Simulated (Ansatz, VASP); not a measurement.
**SbAs in two plane-wave programs**

One calculation is typed for both programs; each brings its own data sets. How far apart do they land? The cell is taken from a series of runs on this material, whose earlier steps may have relaxed, scaled, displaced or heated it; both programs get it as it stands.

Method: plane waves, with VASP 6.6.1 beside it; single point at HSE06, in Ansatz 0.2.0.

**1. Set-up**

The cell holds 2 atoms: 1 As and 1 Sb. Its edges and angles: a = 3.773 Å, b = 3.773 Å, c = 26.200 Å, α = 90.0°, β = 90.0°, γ = 120.0°. Vacuum lies along c.

As a file:

```
As Sb
1.0
     3.77281    0.00000    0.00000
    -1.88640    3.26735    0.00000
     0.00000    0.00000   26.20000
As Sb
1 1
Cartesian
  0.0000 2.1782 13.8557
  1.8864 1.0891 12.3443
```

**2. VASP: single point, HSE06**

A single point gives forces, pressure and levels at one fixed geometry, so differences don't come from the geometry; what else differs is listed under the comparison.

Lines of VASP's logs that name or quote its potential files are left out, and so is its time.

The run reads the wave functions of an earlier VASP run, which isn't shown here.

INCAR reads:

```
SYSTEM = SbAs
PREC = Accurate
ENCUT = 400
EDIFF = 1E-06
NELM = 100
ISMEAR = 0
SIGMA = 0.01
LREAL = .FALSE.
ALGO = Normal
LHFCALC = .TRUE.
AEXX = 0.25
GGA = PE
HFSCREEN = 0.208
LASPH = .TRUE.
NBANDS = 11
PRECFOCK = Fast
LORBIT = 11
LWAVE = .FALSE.
LCHARG = .FALSE.
KPAR = 4
NCORE = 2
ISIF = 2
LDIPOL = .TRUE.
IDIPOL = 3
DIPOL = 0.5 0.5 0.5
LVHAR = .TRUE.
```

POSCAR reads:

```
SbAs
1.0
    3.7728062046      0.0000000000      0.0000000000
   -1.8864031023      3.2673460168      0.0000000000
    0.0000000000      0.0000000000     26.2000000000
As Sb
1 1
Direct
    0.3333333333      0.6666666667      0.5288420073
    0.6666666667      0.3333333333      0.4711579927
```

KPOINTS reads:

```
Automatic mesh
0
Gamma
6 6 1
0 0 0
```

The projector-augmented-wave data sets are As and Sb (PBE family, release 64).

Launch:

```bash
mpirun -np 8 vasp_std
```

Numbers of over 12 decimals in the logs are rounded to 6 here.

Log:

```text
[banner, memory and clock lines left out]
running    8 mpi-ranks, on    1 nodes
 distrk:  each k-point on    2 cores,    4 groups
 distr:  one band on    2 cores,    1 groups

 POSCAR found type information on POSCAR AsSb
 POSCAR found :  2 types and       2 ions
 LDA part: xc-table for (Slater+PW92), standard interpolation
 found WAVECAR, reading the header
 POSCAR, INCAR and KPOINTS ok, starting setup
 FFT: planning ... GRIDC
 FFT: planning ... GRID_SOFT
 FFT: planning ... GRID
 reading WAVECAR
 the WAVECAR file was read successfully
 initial charge from wavefunction
 entering main loop
       N       E                     dE             d eps       ncg     rms          rms(c)
DAV:   1    -0.105997786307E+02   -0.10600E+02   -0.19952E+00   175   0.910E+00    0.157E+01
DAV:   2    -0.106080025580E+02   -0.82239E-02   -0.28605E-02   185   0.144E+00    0.102E+01
DAV:   3    -0.106063978967E+02    0.16047E-02   -0.22554E-03   194   0.268E-01    0.625E+00
DAV:   4    -0.106058671618E+02    0.53073E-03   -0.56929E-04   202   0.120E-01    0.376E+00
DAV:   5    -0.106057034753E+02    0.16369E-03   -0.14998E-04   193   0.625E-02    0.225E+00
DAV:   6    -0.106056590445E+02    0.44431E-04   -0.49516E-05   186   0.357E-02    0.134E+00
DAV:   7    -0.106056506420E+02    0.84025E-05   -0.14727E-05   196   0.204E-02    0.797E-01
DAV:   8    -0.106056526147E+02   -0.19727E-05   -0.51519E-06   172   0.118E-02    0.473E-01
DAV:   9    -0.106056573541E+02   -0.47395E-05   -0.20921E-06   188   0.747E-03    0.280E-01
DAV:  10    -0.106056622830E+02   -0.49289E-05   -0.78928E-07   183   0.456E-03    0.167E-01
DAV:  11    -0.106056663552E+02   -0.40722E-05   -0.39166E-07   191   0.305E-03    0.990E-02
DAV:  12    -0.106056703443E+02   -0.39891E-05   -0.26609E-07   175   0.226E-03    0.588E-02
DAV:  13    -0.106056734563E+02   -0.31120E-05   -0.19846E-07   183   0.178E-03    0.348E-02
DAV:  14    -0.106056763264E+02   -0.28701E-05   -0.16365E-07   167   0.152E-03    0.205E-02
DAV:  15    -0.106056788897E+02   -0.25633E-05   -0.13687E-07   186   0.132E-03    0.121E-02
DAV:  16    -0.106056809550E+02   -0.20654E-05   -0.10972E-07   162   0.114E-03    0.705E-03
DAV:  17    -0.106056830529E+02   -0.20979E-05   -0.10294E-07   170   0.108E-03    0.414E-03
DAV:  18    -0.106056848142E+02   -0.17613E-05   -0.86419E-08   162   0.975E-04    0.242E-03
DAV:  19    -0.106056863575E+02   -0.15433E-05   -0.76290E-08   170   0.892E-04    0.153E-03
DAV:  20    -0.106056879052E+02   -0.15476E-05   -0.70547E-08   162   0.857E-04    0.108E-03
DAV:  21    -0.106056891296E+02   -0.12244E-05   -0.59894E-08   162   0.774E-04    0.924E-04
DAV:  22    -0.106056903746E+02   -0.12450E-05   -0.56283E-08   151   0.754E-04    0.861E-04
DAV:  23    -0.106056914930E+02   -0.11185E-05   -0.50636E-08   162   0.703E-04    0.832E-04
DAV:  24    -0.106056924211E+02   -0.92811E-06   -0.42981E-08   135   0.656E-04
   1 F= -.10605692E+02 E0= -.10605692E+02  d E =-.187954E-20
```

Parts of OUTCAR (step 2):

```text
ion  position               nearest neighbor table
   1  0.333  0.667  0.529-   2 2.65   2 2.65   2 2.65
   2  0.667  0.333  0.471-   1 2.65   1 2.65   1 2.65

  LATTYP: Found a hexagonal cell.
 ALAT       =     3.7728062046
 C/A-ratio  =     6.9444330239

 Subroutine GETGRP returns: Found  6 space group operations
 (whereof  6 operations were pure point group operations)

The static configuration has the point symmetry C_3v.

 Found      7 irreducible k-points:

   k-points           NKPTS =      7   k-points in BZ     NKDIM =     36   number of bands    NBANDS=     11

   dimension x,y,z NGX =    28 NGY =   28 NGZ =  180
   dimension x,y,z NGXF=    56 NGYF=   56 NGZF=  360

   ENCUT  =  400.0 eV  29.40 Ry    5.42 a.u.   6.15  6.15 42.73*2*pi/ulx,y,z

   NELECT =      10.0000    total number of electrons

 k-points in reciprocal lattice and weights: Automatic mesh
   0.00000000  0.00000000  0.00000000       0.028
   0.16666667  0.00000000  0.00000000       0.167
   0.33333333  0.00000000  0.00000000       0.167
   0.50000000  0.00000000  0.00000000       0.083
   0.16666667  0.16666667  0.00000000       0.167
   0.33333333  0.16666667  0.00000000       0.333
   0.33333333  0.33333333  0.00000000       0.056

  exchange ACFDT corr.  =         0.00000000  see jH, gK, PRB 81, 115126

 dipolmoment           0.000000      0.000000      0.025586 electrons x Angstroem

 average (electrostatic) potential at core
       1 -53.9423       2 -91.8810

 E-fermi :  -3.6542

 k-point     1 :       0.0000    0.0000    0.0000
  band No.  band energies     occupation
      1     -17.7895      2.00000
      2     -11.2348      2.00000
      3      -4.5737      2.00000
      4      -3.7172      2.00000
      5      -3.7172      2.00000
      6      -1.0611      0.00000
      7       0.4202      0.00000
      8       0.4202      0.00000
      9       1.2505      0.00000
     10       1.5264      0.00000
    ...

 k-point     2 :       0.1667    0.0000    0.0000
  band No.  band energies     occupation
      1     -17.4125      2.00000
      2     -11.1611      2.00000
      3      -5.9662      2.00000
      4      -4.4105      2.00000
      5      -4.3946      2.00000
      6      -0.9423      0.00000
      7       0.8039      0.00000
      8       1.0097      0.00000
      9       1.7527      0.00000
     10       1.9512      0.00000
    ...

 k-point     3 :       0.3333    0.0000    0.0000
  band No.  band energies     occupation
      1     -16.3589      2.00000
      2     -11.7282      2.00000
      3      -7.6244      2.00000
      4      -5.3242      2.00000
      5      -4.6736      2.00000
      6      -1.7818      0.00000
      7       0.4372      0.00000
      8       1.3037      0.00000
      9       2.6001      0.00000
     10       2.9157      0.00000
    ...

  Total        0.3999789      0.3999789     -0.3191018      0.0000000      0.0000000      0.0000000
  in kB        1.9842061      1.9842061     -1.5829925      0.0000000      0.0000000      0.0000000
  external PRESSURE =       0.7951399 kB  Pullay stress =       0.0000000 kB

  energy-cutoff  :      400.00
  volume of cell :      322.97
      direct lattice vectors                 reciprocal lattice vectors
     3.772806205  0.000000000  0.000000000     0.265054696  0.153029400  0.000000000
    -1.886403102  3.267346017  0.000000000     0.000000000  0.306058800  0.000000000
     0.000000000  0.000000000 26.200000000     0.000000000  0.000000000  0.038167939

 POSITION                                       TOTAL-FORCE (eV/Angst)
 -----------------------------------------------------------------------------------
     -0.00000      2.17823     13.85566        -0.000000      0.000000     -0.207211
      1.88640      1.08912     12.34434         0.000000     -0.000000      0.207211
 -----------------------------------------------------------------------------------
    total drift:                               -0.000000      0.000000     -0.000161

  FREE ENERGIE OF THE ION-ELECTRON SYSTEM (eV)
  ---------------------------------------------------
  free  energy   TOTEN  =       -10.6056924211 eV

  energy  without entropy=      -10.6056924211  energy(sigma->0) =      -10.60569242

 vacuum level on the upper side and lower side of the slab         1.907         1.533

 total charge
# of ion       s       p       d       tot
------------------------------------------
    1        1.312   1.422   0.036   2.770
    2        1.226   1.332   0.044   2.602
--------------------------------------------------
tot          2.537   2.754   0.080   5.372

[... 3 further parts left out ...]
```

The k-mesh is coarse for exact exchange; levels may shift by about 0.1 eV on a finer one.

**3. Ansatz: single point, HSE06**

Ansatz runs on its PAW soft_1 files.

The same cell, functional and mesh now go to Ansatz, which takes its cutoff from its data sets.

input.yaml reads:

```yaml
crystal:
  lattice:
    - [3.7728062046, 0.0, 0.0]
    - [-1.8864031023, 3.2673460168, 0.0]
    - [0.0, 0.0, 26.2]
  atoms:
    - { symbol: As, position: [0.3333333333, 0.6666666667, 0.5288420073] }
    - { symbol: Sb, position: [0.6666666667, 0.3333333333, 0.4711579927] }
  periodic: [true, true, false]
kpoints:
  mp_grid: { grid: [6, 6, 1] }
  band_path:
    path:
      - [0.0, 0.0, 0.0]
      - [0.5, 0.0, 0.0]
      - [0.3333333333, 0.3333333333, 0.0]
      - [0.0, 0.3333333333, 0.0]
    npoints: 1
hamiltonian:
  xc: hse06
  pseudopotentials: { kind: paw, azcp: { folder: soft_1 } }
scf:
  occupations: { method: fixed }
  n_extra_bands: 4
output:
  eigenvalues: true
  write_density: true
  write_potential: true
  elf: true
  volumetric_format: npy
```

Launch:

```bash
ansatz run input.yaml --threads 8 --pin off --max-ram 17510MiB --backend cpu --events-out ev --progress --plain --runs-dir out
```

Log:

```text
scf.n_extra_bands = 4 over 15 filled bands (N_el = 30.0): the run solves 19 bands
Engine: ansatz 0.2.0, aarch64-unknown-linux-gnu
Pseudopotentials: kind: paw
Pseudopotential: As, paw, valence charge 15, recommended cutoff 420 eV (normal), soft_1/As.paw.azcp
Pseudopotential: Sb, paw, valence charge 15, recommended cutoff 420 eV (normal), soft_1/Sb.paw.azcp
Functional definition: HSE06
  parameter a = 0.25
  parameter omega = 0.11/bohr
  exchange = pbe_x - a*pbe_x_sr(omega) + a*exact_x_sr(omega)
  correlation = pbe_c
davidson cushion auto → on  (no smearing: the cushion is to keep the highest requested band from converging to the state above it; pin scf.eigensolver.cushion to override)
Crystal: 2 atoms, lattice volume = 322.969 Å³
Basis set: ecut = 420 eV, 6315 PW (Γ)
Bands: 19, of which v1, the nominal top of the filled ones, is band 15 counted from 1 (14 counted from 0)
Symmetry: 6 space group operations
Space group: P3m1 (ITA 156), of the structure as read, at distance tolerance 6.9e-5 Å
k-points: 7 of 36 (time reversal used)
Non-local potential: As, projectors of the file, l = 0: 2, l = 1: 2, l = 2: 3, l = 3: 1
Non-local potential: Sb, projectors of the file, l = 0: 2, l = 1: 2, l = 2: 2, l = 3: 1
PAW form: soft (Blöchl's): semilocal exchange-correlation on the pseudo side does not see the compensation charge
PAW frozen core: As, regenerated for the run's functional, and the local potential with it (the file was generated under x = pbe(κ = 0.804, μ = 0.219515), c = pbe(β = 0.066725))
PAW frozen core: Sb, regenerated for the run's functional, and the local potential with it (the file was generated under x = pbe(κ = 0.804, μ = 0.219515), c = pbe(β = 0.066725))
PAW one-centre angular grid: As, 590 points (default); XC on 64 Gauss nodes
PAW one-centre angular grid: Sb, 590 points (default); XC on 64 Gauss nodes
Initial density: superposition of atomic densities (neutral atoms: chi_scale 0, normalization atom)
Initial wavefunctions: pseudopotential atomic-orbital guess
Functional: x = pbe(κ = 0.804, μ = 0.219515), c = pbe(β = 0.066725), warm-up for x = pbe(κ = 0.804, μ = 0.219515) + 0.25 (exact − pbe) at short range (hse, ω = 0.207870 Å⁻¹), c = pbe(β = 0.066725); HSE06 as pw.x's `hse` composes it (authors' and Libxc's form: `xc: wpbeh`)
iter 1 solved again at ethr=2.53e-3 eV; its pass at ethr=1.00e-1 eV (dr2=7.58e-1 eV) is discarded
SCF iter   1: F=—  HF=-11340.683505 eV  |F-HF|=—  |Δ(HF+E_count)|=         —  Δρ=1.08e-2  dr2=7.66e-1  ethr=2.53e-3  ⟨swp⟩=7.7  Hψ=808  notcnv=0
preconditioner: auto → none  [insulator: Δε(μ)=1.569 eV  Ē_g=8.982 eV  n_scr=14 (ndim 8)  ℏωp=6.5 eV  f_vac=0.772]
SCF iter   2: F=—  HF=-11341.098924 eV  |F-HF|=—  |Δ(HF+E_count)|=   4.15e-1  Δρ=1.15e-2  dr2=4.76e0  ethr=2.53e-3  ⟨swp⟩=5.3  Hψ=381  notcnv=0  defer=7  recentre
SCF iter   3: F=—  HF=-11340.624291 eV  |F-HF|=—  |Δ(HF+E_count)|=   4.75e-1  Δρ=7.43e-3  dr2=3.84e-1  ethr=2.53e-3  ⟨swp⟩=4.4  Hψ=366  notcnv=0  defer=1
SCF iter   4: F=—  HF=-11340.582076 eV  |F-HF|=—  |Δ(HF+E_count)|=   4.22e-2  Δρ=4.26e-3  dr2=4.69e-2  ethr=1.28e-3  ⟨swp⟩=3.1  Hψ=307  notcnv=0
iter 5 solved again at ethr=1.26e-5 eV; its pass at ethr=1.56e-4 eV (dr2=3.78e-3 eV) is discarded
SCF iter   5: F=—  HF=-11340.580089 eV  |F-HF|=—  |Δ(HF+E_count)|=   1.99e-3  Δρ=6.09e-4  dr2=3.76e-3  ethr=1.26e-5  ⟨swp⟩=3.1  Hψ=670  notcnv=0  defer=2
SCF iter   6: F=-11340.579255 eV  HF=-11340.579358 eV  |F-HF|=1.03e-4  |Δ(HF+E_count)|=   7.31e-4  Δρ=2.97e-4  dr2=1.63e-4  ethr=1.25e-5  ⟨swp⟩=3.1  Hψ=315  notcnv=0
SCF 1 stopped early in 6 iterations: F = -11340.579255 eV  dr2 = 1.63e-4
  greatest PAW one-centre occupation: 0.999 electrons in one spin orbital (limit 2), on the As atom at site 0 (counted from 0), in its partial waves of l = 2
Initial density: handed on by an earlier stage of this run
Initial wavefunctions: those handed on with the density
Functional: x = pbe(κ = 0.804, μ = 0.219515) + 0.25 (exact − pbe) at short range (hse, ω = 0.207870 Å⁻¹), c = pbe(β = 0.066725); HSE06 as pw.x's `hse` composes it (authors' and Libxc's form: `xc: wpbeh`)
Exchange kernel: α = 0.2500, screened, ω = 0.2079 Å⁻¹, Wigner–Seitz truncation, v(0) = 1046.5736 eV·Å³, q-mesh 6×6×1, nearest image of the exchange supercell L = 22.64 Å, pair-density grid 15×15×108, without the augmentation charges, whose exchange is taken in its separable form by FFT convolution over the k-point mesh (sized by the pseudopotential files, 24×24×180 at the most), smooth part of the exact exchange by density-matrix convolution
Frozen-core exchange: fock
SCF iter   1: F=—  HF=-11345.972904 eV  |F-HF|=—  |Δ(HF+E_count)|=         —  Δρ=2.05e-3  dr2=6.47e-3  ethr=5.44e-6  ⟨swp⟩=12.6  Hψ=704  notcnv=0
preconditioner: auto → none  [insulator: Δε(μ)=1.857 eV  Ē_g=9.861 eV  n_scr=14 (ndim 8)  ℏωp=6.5 eV  f_vac=0.780]
SCF iter   2: F=—  HF=-11345.965064 eV  |F-HF|=—  |Δ(HF+E_count)|=   7.84e-3  Δρ=8.52e-4  dr2=1.62e-3  ethr=5.44e-6  ⟨swp⟩=4.0  Hψ=454  notcnv=0
SCF iter   3: F=—  HF=-11345.964857 eV  |F-HF|=—  |Δ(HF+E_count)|=   2.07e-4  Δρ=2.22e-4  dr2=7.30e-4  ethr=3.42e-6  ⟨swp⟩=3.1  Hψ=317  notcnv=0
SCF iter   4: F=—  HF=-11345.971241 eV  |F-HF|=—  |Δ(HF+E_count)|=   6.38e-3  Δρ=2.25e-4  dr2=1.28e-4  ethr=4.27e-7  ⟨swp⟩=5.6  Hψ=587  notcnv=0
SCF iter   5: F=—  HF=-11345.971178 eV  |F-HF|=—  |Δ(HF+E_count)|=   6.33e-5  Δρ=2.03e-5  dr2=1.48e-5  ethr=3.97e-7  ⟨swp⟩=3.6  Hψ=385  notcnv=0
SCF iter   6: F=-11345.971272 eV  HF=-11345.971276 eV  |F-HF|=3.47e-6  |Δ(HF+E_count)|=   9.79e-5  Δρ=3.28e-5  dr2=4.95e-6  ethr=7.98e-9  ⟨swp⟩=6.1  Hψ=596  notcnv=0  defer=7
SCF 2 stopped early in 6 iterations: F = -11345.971272 eV  dr2 = 4.95e-6
hybrid outer 1: dexx = +7.374e-3 eV, tail = 6.30e-5 eV
Exchange kernel: α = 0.2500, screened, ω = 0.2079 Å⁻¹, Wigner–Seitz truncation, v(0) = 1046.5736 eV·Å³, q-mesh 6×6×1, nearest image of the exchange supercell L = 22.64 Å, pair-density grid 15×15×108, without the augmentation charges, whose exchange is taken in its separable form by FFT convolution over the k-point mesh (sized by the pseudopotential files, 24×24×180 at the most), smooth part of the exact exchange by density-matrix convolution
Frozen-core exchange: fock
SCF iter   1: F=—  HF=-11345.971498 eV  |F-HF|=—  |Δ(HF+E_count)|=         —  Δρ=2.33e-5  dr2=1.17e-6  ethr=1.05e-6  ⟨swp⟩=2.4  Hψ=297  notcnv=0
preconditioner: auto → none  [insulator: Δε(μ)=1.901 eV  Ē_g=9.885 eV  n_scr=14 (ndim 8)  ℏωp=6.5 eV  f_vac=0.780]
SCF iter   2: F=—  HF=-11345.971499 eV  |F-HF|=—  |Δ(HF+E_count)|=   8.39e-7  Δρ=9.72e-6  dr2=2.98e-7  ethr=3.67e-9  ⟨swp⟩=5.1  Hψ=538  notcnv=0  defer=2
SCF iter   3: F=—  HF=-11345.971499 eV  |F-HF|=—  |Δ(HF+E_count)|=   5.74e-8  Δρ=3.11e-6  dr2=1.26e-7  ethr=7.61e-10  ⟨swp⟩=3.7  Hψ=397  notcnv=0
SCF iter   4: F=-11345.971499 eV  HF=-11345.971499 eV  |F-HF|=6.66e-8  |Δ(HF+E_count)|=   5.02e-7  Δρ=2.06e-6  dr2=7.31e-8  ethr=1.39e-10  ⟨swp⟩=5.6  Hψ=481  notcnv=0  defer=3
SCF 3 converged in 4 iterations: F = -11345.971499 eV  dr2 = 7.31e-8
hybrid outer 2: dexx = +6.786e-7 eV, tail = 1.74e-7 eV, Δε = 5.00e-3 eV (about 4.59e-4 eV left of the loop's levels)
NSCF: frozen V_eff on 4 k-points
WARN: The output density's exchange-correlation potential varies sharply where the density is thin. Do not read a vacuum level from v_tot or v_xc, or from such a field of the output density. On a cell that repeats whose density bears no net charge and no dipole along the vacuum's axis use v_es (v_loc + v_h of the components); under efield.dipole_correction with no amplitude use v_es + v_field, which holds any externa [...]
hybrid SCF converged: 2 outer / 10 inner (+6 warm-up), last move |dexx| = 6.79e-7 eV, tail = 1.74e-7 eV
Stability not checked: this state was not tested for a lower state beside it, because the functional holds exact exchange (a hybrid, or Hartree-Fock), whose exchange loop this test does not read (fock_operator; see scf.lower_state_search)
Free energy (F): -11345.971500 eV
Frozen-core exchange: fock
Harris-Foulkes:  -11345.971500 eV  (|F-HF|=6.66e-8)
Internal energy: -11345.971500 eV  (E = F + TS)
E sigma→0 (E₀):  -11345.971500 eV
Fermi energy:    -5.376335 eV
--- Per-component energies (eV) ---
  E_band       = -911.016023
  E_kinetic    = 257.960566
  E_local      = -40064.877106  (includes V_loc(G=0)·N_el)
  E_nonlocal   = -6.381144
  E_hartree    = 19804.141585
  E_xc         = -136.374862
  E_vxc        = -131.445145  (∫ρ·V_xc dr)
  E_exx        = -101.592013  (= α·E_x^exact, valence–valence)
  E_paw        = -6491.524714  (= ΣΔE_a)
  E_vpaw       = -371.371349  (= ΣTr[D̂ρ^β])
  E_aug_tail   = 0.000135  (compensation charges beyond the density's cutoff)
  E_ewald      = 15393.410973
  E_core_change = -0.734919  (= ΣΔE_core)
  E_smearing   = -0.000000  (= −TS)
  E_closure    = -0.000000  (closes the sum)
  Σ components = -11345.971500   (vs F -11345.971500, Δ=-3.64e-12)
--- Band table (eV; the first three rows and the last of 7) ---
  k-point 0: bands = [... 11 lower, -12.9452, -6.2870, -5.3763, -5.3763, -2.7096, -1.2551, -1.2551, -0.5269]
  k-point 1: bands = [... 11 lower, -12.8650, -7.6266, -6.1222, -6.0546, -2.6222, -0.8944, -0.6720, 0.0072]
  k-point 2: bands = [... 11 lower, -13.4055, -9.3110, -6.9844, -6.3786, -3.4747, -1.2559, -0.3890, 0.8339]
  k-point 6: bands = [... 11 lower, -14.7952, -9.9850, -7.8505, -7.4138, -3.3298, -0.9665, -0.1499, 2.5626]
  the weakly bound empty levels are not read free of the cell's end (exact_exchange)
```

In the SCF lines HF is the Harris–Foulkes energy and dr2 the Hartree energy of the density residual, in eV; the loop may stop once dr2 is under the threshold and the program's other checks hold. Hψ counts applications of the Hamiltonian.

**4. Comparison**

Known differences besides the potentials themselves: exact exchange at q = 0 is treated differently, which shows on coarse meshes; VASP keeps PBE cores, Ansatz makes them for the functional; fixed occupations in Ansatz, narrow Gaussian smearing in VASP; Ansatz cuts the interaction across the vacuum, VASP repeats the sheet with a dipole correction; the data sets hold 30 valence electrons in Ansatz (on its PAW soft_1 files) and 10 in VASP; the cutoff is 420 eV in Ansatz and 400 eV in VASP; VASP takes a coarser grid for exact exchange (PRECFOCK = Fast). Total energies have different zeros and are not compared.

Both answers:

```
              quantity  Ansatz   VASP  difference
gap on the k mesh (eV)   1.902  1.935      -0.034
```

A gap on the mesh is an upper bound, since the band edges may lie between its points. With vacuum in the cell, a pressure given here is an average over mostly empty space and none of the material.

**5. Results**

| Property | Result |
| --- | --- |
| difference in gap on the k mesh (single point, HSE06) | -0.034 eV |

What this shows: The difference in gap on the k mesh is -0.034 eV (single point, HSE06), within the 0.08 eV picked in this series as the mark of a large difference. The data sets hold unlike numbers of valence electrons (30 in Ansatz and 10 in VASP), so part of the differences comes from the potentials. How closely two codes agree says nothing of how well the functional describes the real material.

[Lines on the potential files, build, host, timing and source positions are cut from VASP's logs without a mark.]

[Logs are printed without paths, hosts, clocks, repeated set-up lines and the standing remarks that a program may print on its own settings, such as how far it seeks lower states.]

[Hosts, paths, dates, database ids (printed as entryN), source tags and the programs' standing remarks are cut or masked in the printed files.]
